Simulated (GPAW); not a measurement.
Au:

```
CELL_PARAMETERS angstrom
-1.65727 1.65727 1.65727
1.65727 -1.65727 1.65727
1.65727 1.65727 -1.65727
ATOMIC_POSITIONS crystal
Au 0.00000 0.00000 0.00000
```

This isn't the form of Au at room conditions, which is fcc.

```yaml
Program: GPAW 26.7.0
Task: relaxation of cell and atoms
Functional: PBEsol
Potentials_or_basis: PAW data sets generated in the run's folder for this functional
Cutoff: 600 eV
Basis: pw
k_mesh: 11 × 11 × 11
Occupations: fermi-dirac, width 0.05 eV
Spin: no spin polarisation
```

At the start: pressure -6.8 GPa; volume 18.21 Å³/atom.

How do energy, volume and symmetry change on relaxing?

Over 4 steps the energy falls by 18.4 meV/atom and the volume is 17.38 Å³/atom (-4.6 %); space group Im-3m (No. 229, to 0.05 Å).

The path:
| step | energy change (eV) | largest force (eV/Å) | pressure (GPa) | volume (Å³) |
| --- | --- | --- | --- | --- |
| 1 | 0.0000 | 0.0000 | -6.76 | 18.21 |
| 2 | -0.0167 | 0.0000 | -2.21 | 17.62 |
| 3 | -0.0184 | 0.0000 | 0.23 | 17.35 |
| 4 | -0.0184 | 0.0000 | -0.01 | 17.38 |

Final structure:
```xyz
1
Lattice="-1.6316 1.6316 1.6316 1.6316 -1.6316 1.6316 1.6316 1.6316 -1.6316" Properties=species:S:1:pos:R:3 pbc="T T T"
Au    0.0000    0.0000    0.0000
```

Caveat: with this Au data set, volumes or pressures lay over 1.5 % or 2 GPa off other programs in two to four cells of ten; later steps reuse the first step's grids.
